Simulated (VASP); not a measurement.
# TiO₂: DFT settings for training a machine-learned force field, 8 variants

TiO₂, P4_2/mnm (no. 136), 24 atoms in the cell. PBE, machine-learned force field (training under varied DFT settings); PAW potentials Ti, O (PBE set).

| k mesh | DFT setting moved | Force error on the training data (meV/Å) | Energy error on the training data (meV/atom) | Change of the training forces when computed anew to a tighter threshold (meV/Å) | MD steps with a DFT calculation | MD steps | Time (s) |
|---|---|---|---|---|---|---|---|
| 2 × 2 × 2 | as recommended | 24.1 | 0.156 | 1.98 | 42 | 2000 | 384 |
| 1 × 1 × 1 | Gamma point alone | 113.9 | 2.388 | 1.29 | 34 | 2000 | 122 |
| 4 × 4 × 4 | denser mesh | 26.6 | 0.203 | 1.66 | 44 | 2000 | 2260 |
| 2 × 2 × 2 | wider smearing | 24.2 | 0.163 | 1.90 | 42 | 2000 | 342 |
| 2 × 2 × 2 | narrow smearing | 24.1 | 0.152 | 1.70 | 42 | 2000 | 341 |
| 2 × 2 × 2 | loose EDIFF | 25.3 | 0.161 | 7.89 | 39 | 2000 | 224 |
| 2 × 2 × 2 | no real-space projectors, PREC=Accurate | 22.1 | 0.146 | 0.13 | 42 | 2000 | 572 |
| 2 × 2 × 2 | low cutoff | 35.5 | 0.320 | 5.39 | 50 | 2000 | 246 |

Limits: Each row's error is against its own DFT data: it shows how smooth they are, not how right.

## Input of the first row

INCAR.step1:
```
SYSTEM = TiO2
PREC = Normal ; ENCUT = 520
EDIFF = 1E-6 ; ISMEAR = 0
SIGMA = 0.05 ; ALGO = Normal
LREAL = Auto ; LASPH = .True.
NELM = 80 ; NELMIN = 4
LWAVE = .False. ; LCHARG = .False.
GGA = PE ; KPAR = 4
NCORE = 2 ; IBRION = 0
NSW = 2000 ; POTIM = 1.5
TEBEG = 150 ; TEEND = 300
ISYM = 0 ; MDALGO = 3
LANGEVIN_GAMMA = 10 10 ; ISIF = 2
RANDOM_SEED = 969928 0 0 ; ML_LMLFF = .True.
ML_MODE = train ; NWRITE = 0
ML_MCONF = 600 ; ML_MB = 1200
```

INCAR.step2:
```
SYSTEM = TiO2
ML_LMLFF = .True. ; ML_MODE = refit
LWAVE = .False. ; LCHARG = .False.
```

INCAR.step3:
```
SYSTEM = TiO2
PREC = Normal ; ENCUT = 520
EDIFF = 1E-7 ; ISMEAR = 0
SIGMA = 0.05 ; ALGO = Normal
LREAL = Auto ; LASPH = .True.
NELM = 80 ; NELMIN = 4
LWAVE = .False. ; LCHARG = .False.
GGA = PE ; KPAR = 4
NCORE = 2 ; IBRION = 11
ISIF = 2 ; NSW = 5
ISYM = 0
```

KPOINTS.step1:
```
k-points
0
Monkhorst-Pack
  2 2 2
```

KPOINTS.step2:
```
k-points
0
Gamma
  1 1 1
```

POSCAR.fr:
```
  0.993064226305    0.000691815341    0.242738884226
  0.004458991129    0.002400497589    0.747739060019
  0.493949643417    0.508692258738    0.249219770713
  0.505186274912    0.510134139841    0.755703894462
  0.510472765581    0.004631521644    0.993972132851
  0.494524909361    0.006666994223    0.494185232214
  0.997026458465    0.501016549843    0.999173864473
  0.000976891789    0.492070457038    0.496067975368
  0.297326359559    0.007113443512    0.236803650856
  0.300532460343    0.000813988076    0.743720511035
  0.802933800333    0.508120442564    0.242083082823
  0.808469883460    0.490977061510    0.751891424284
  0.499085290396    0.307759869201    0.999076773253
  0.502372214898    0.299172408674    0.487308310237
  0.989710799835    0.795523154443    0.996455000155
  0.002966966829    0.802863674697    0.499788338392
  0.497654143437    0.692353737747    0.996290743736
  0.492884861939    0.703975932289    0.509859736873
  0.002784112848    0.204229922261    0.998325554380
  0.004512416233    0.190389326654    0.487607955349
  0.681965455591    0.996218598637    0.255778694183
  0.682100472715    0.003289349358    0.734836466057
  0.189227577269    0.491118664860    0.248874795299
  0.193691615086    0.497483334078    0.754974938077

  0.987251316983    0.996999363362    0.240846823931
  0.987758356031    0.010038538491    0.732746322318
  0.486284570289    0.494948349955    0.253986589915
  0.500453996896    0.494331760812    0.753654996574
  0.497056587585    0.993534274020    0.000198583538
  0.488150069396    0.996843073622    0.496306164899
  0.981119870365    0.508412434181    0.993608655902
  0.000679913627    0.497580754624    0.487177610414
  0.297781502884    0.980677292726    0.250041024798
  0.296658771235    0.990098839796    0.765159906396
  0.799270882365    0.493071563230    0.250309261685
  0.787103802766    0.505290318382    0.731342806765
  0.489386943526    0.287964138943    0.995927217121
  0.491228682902    0.293291966485    0.484224395549
  0.977965250845    0.804187289967    0.995238006392
  0.003429927836    0.808610011723    0.499085193017
  0.503179736257    0.685108363920    0.001955528969
  0.491425918060    0.690741218097    0.493039139846
  0.997898216532    0.201605540746    0.019358496499
  0.997686780127    0.200966451281    0.487973657482
  0.690487258569    0.988045306266    0.251386423832
  0.696781241450    0.016134149976    0.752001430351
  0.186213108599    0.492521095575    0.224177247139
  0.191725131198    0.498649049482    0.748312540816

  0.930354753840    0.947527394566    0.258199959741
  0.934467228732    0.945844555709    0.750261315539
  0.431851503441    0.420572142650    0.256543979412
  0.421813509650    0.449607384074    0.756817848819
  0.442795422387    0.937094339342    0.019723265234
  0.413393130271    0.937744085696    0.527657796177
  0.925871187338    0.439704551561    0.003550621610
  0.941088537467    0.448987512208    0.503686663819
  0.245052403933    0.936605574304    0.252550318226
  0.242207675438    0.911766110693    0.767275463393
  0.739708160779    0.429977271041    0.253703776302
  0.743074735945    0.441149013516    0.747982323143
  0.444500438610    0.239788231941    0.006690344434
  0.438856637935    0.251436130148    0.522552857754
  0.938690848415    0.748280314742    0.012291985046
  0.944352421342    0.747525650129    0.504428163842
  0.433451035495    0.636288246286    0.026318533308
  0.460874590586    0.638188903440    0.508104897016
  0.941742128863    0.144570298245    0.002245775040
  0.950065390085    0.143043497963    0.507346814459
  0.646314129212    0.953981150601    0.247779689452
  0.643728276625    0.945261693024    0.748586146452
  0.140029904292    0.432567212224    0.256122863212
  0.139278434598    0.433359646805    0.751855800626

  0.923868447429    0.946048878844    0.245821646505
  0.914794206583    0.937343245782    0.748464699512
  0.437091430669    0.428033243731    0.232673919848
  0.435620491674    0.432057722155    0.737470652754
  0.416303984256    0.924695859782    0.992294483701
  0.417166075828    0.919329034017    0.486543778846
  0.922136889107    0.447074592661    0.987570382400
  0.939307220066    0.444287274793    0.484782819878
  0.225402046616    0.977017212213    0.237158388605
  0.225698749501    0.952283741244    0.727842695417
  0.724160660027    0.457298371801    0.239457957010
  0.732782435697    0.468849463925    0.737422323592
  0.440689774718    0.241777478530    0.983907388088
  0.422077890580    0.241694791337    0.471002060067
  0.944098724372    0.749188536082    0.981830005358
  0.933389421574    0.756171338804    0.485523875661
  0.426387736540    0.635056963596    0.979188170190
  0.393254936647    0.625538894214    0.485930205208
  0.886344298632    0.142327053360    0.977462123743
  0.891539790685    0.160713139786    0.484748392379
  0.609762161032    0.929635320071    0.220552139469
  0.622580688128    0.929136598045    0.723937996554
  0.131842167019    0.411524404375    0.238247470902
  0.118195014737    0.445918112081    0.767755341232
```

POSCAR.step1:
```
TiO2
1.0
    4.599837323900      4.599837323900      0.000000000000
   -4.599837323900      4.599837323900      0.000000000000
    0.000000000000      0.000000000000      5.918427120000
Ti O
8 16
Direct
   -0.013867601860     -0.003407256824      0.247482152433
    0.010151392284      0.004667130014      0.751112184678
    0.491277337121      0.498486035363      0.257590656324
    0.512440995308      0.491116984116      0.737496725339
    0.504185499432      0.016685052846      0.002056787417
    0.488157204870      0.010751067050      0.488207414404
   -0.007286957160      0.500921438700     -0.007231448733
    0.003197672856      0.495979437540      0.494024446907
    0.312405256755      0.002740645707      0.233343310598
    0.296250529262     -0.004722018489      0.748244582001
    0.796046712030      0.508544492219      0.249615920849
    0.795501893393      0.495150336620      0.745983490318
    0.484043755405      0.302600303630      0.002278839238
    0.500397489035      0.319189102566      0.507264642866
   -0.011254883824      0.819125836347     -0.011169014388
    0.000500164728      0.804390288346      0.479841639531
    0.496809370501      0.695532799791      0.009752596550
    0.497108126578      0.708197527324      0.488858802441
   -0.007642209791      0.192357808587      0.014686989562
    0.019565554549      0.207832497223      0.506507638257
    0.706672605380     -0.000028108760      0.243850276194
    0.704029151969      0.009263918793      0.745979836293
    0.196771606069      0.498630236396      0.256176132413
    0.192305056581      0.501386224152      0.752457221391
```

POSCAR.step2:
```
TiO2
1.0
    4.5998373239      4.5998373239      0.0000000000
   -4.5998373239      4.5998373239      0.0000000000
    0.0000000000      0.0000000000      5.9184271200
Ti O
8 16
Direct
    0.0000000000      0.0000000000      0.2500000000
    0.0000000000      0.0000000000      0.7500000000
    0.5000000000      0.5000000000      0.2500000000
    0.5000000000      0.5000000000      0.7500000000
    0.5000000000      0.0000000000      0.0000000000
    0.5000000000      0.0000000000      0.5000000000
    0.0000000000      0.5000000000      0.0000000000
    0.0000000000      0.5000000000      0.5000000000
    0.3043213200      0.0000000000      0.2500000000
    0.3043213200      0.0000000000      0.7500000000
    0.8043213200      0.5000000000      0.2500000000
    0.8043213200      0.5000000000      0.7500000000
    0.5000000000      0.3043213200      0.0000000000
    0.5000000000      0.3043213200      0.5000000000
    0.0000000000      0.8043213200      0.0000000000
    0.0000000000      0.8043213200      0.5000000000
    0.5000000000      0.6956786800      0.0000000000
    0.5000000000      0.6956786800      0.5000000000
    0.0000000000      0.1956786800      0.0000000000
    0.0000000000      0.1956786800      0.5000000000
    0.6956786800      0.0000000000      0.2500000000
    0.6956786800      0.0000000000      0.7500000000
    0.1956786800      0.5000000000      0.2500000000
    0.1956786800      0.5000000000      0.7500000000
```

POSCAR.step3:
```
TiO2
1.0
    4.599837323900      4.599837323900      0.000000000000
   -4.599837323900      4.599837323900      0.000000000000
    0.000000000000      0.000000000000      5.918427120000
Ti O
8 16
Direct
    0.987143579905      0.998126994523      0.245360955626
    0.008998684806      0.004481341381      0.750385819632
    0.492112088888      0.499530611456      0.256899221181
    0.511756308968      0.494705848682      0.741054276282
    0.505721571009      0.014703720795      0.000862635501
    0.489999557018      0.010351623000      0.489370113396
    0.993163205376      0.500346330421      0.994249508690
    0.002415075646      0.494219594461      0.494127848644
    0.310106664655      0.004826802073      0.230803839556
    0.294137703753      0.996241360819      0.747316140116
    0.796651216834      0.509903160826      0.247067358146
    0.798344885106      0.492653964054      0.747661898858
    0.487210030758      0.301440365814      0.002457007550
    0.500866969611      0.316565959250      0.501842689229
    0.987925614077      0.815727408001      0.991158833655
    0.000896347287      0.803726509971      0.482578865726
    0.496502730503      0.693980254817      0.008154979290
    0.496309160624      0.709547715517      0.493584755512
    0.995663735488      0.193714107179      0.012375598485
    0.017384321330      0.205086779465      0.502245531891
    0.701406010815      0.998508003756      0.247118268496
    0.698819575867      0.007119179246      0.743955867300
    0.195476390963      0.496627525127      0.255599338195
    0.192222221767      0.500337112237      0.753066642226
```

Commands (each step's output is kept before the next begins):
```
cat potpaw_PBE.64/Ti/POTCAR potpaw_PBE.64/O/POTCAR > POTCAR
# POSCAR: the crystal's sites, moved at random by about 0.06 A along each axis
cp INCAR.step1 INCAR
cp KPOINTS.step1 KPOINTS
cp POSCAR.step1 POSCAR
mpirun -np 8 vasp_std > vasp.out
cp ML_ABN ../ML_AB.mesh
cp ML_ABN ML_AB
cp INCAR.step2 INCAR
cp KPOINTS.step2 KPOINTS
cp POSCAR.step2 POSCAR
mpirun -np 8 vasp_gam > vasp.out
# POSCAR.fr: 4 further structures after the one in POSCAR, taken evenly from ML_AB
cp INCAR.step3 INCAR
cp KPOINTS.step1 KPOINTS
cp POSCAR.step3 POSCAR
mpirun -np 8 vasp_std < POSCAR.fr > vasp.out
```

Changes of the last row against the first:
```
- ENCUT = 520
+ ENCUT = 320
```

VASP 6.6.1 took 384 s on 8 cores (Intel Xeon 6975P-C (Granite Rapids)), a shared host.
